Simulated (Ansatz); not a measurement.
All numbers below come from Ansatz 0.2.0, DFT PBEsol, scalar-relativistic, plane waves, PAW.

Plane waves to 420 eV, a k mesh through Γ of 15×15×8 on the computed 3-atom cell and Gaussian smearing (0.10 eV); no spin polarisation.

Structure with the computed forces (eV/Å) in the last three columns:

```xyz
3
Lattice="3.9410 0.0000 0.0000 -1.9705 3.4130 0.0000 0.0000 0.0000 6.8775" Properties=species:S:1:pos:R:3:forces:R:3 pbc="T T T" pressure_GPa=-9.94
Ti    0.0000    0.0000    0.0000    0.0000    0.0000    0.0000
Te    1.9705    1.1377    1.8852    0.0000    0.0000   -1.5600
Te    0.0000    2.2753    4.9924    0.0000    0.0000    1.5600
```

Stress tensor (GPa, compression positive):

```
 -9.13   0.00   0.00
  0.00  -9.13   0.00
  0.00   0.00 -11.56
```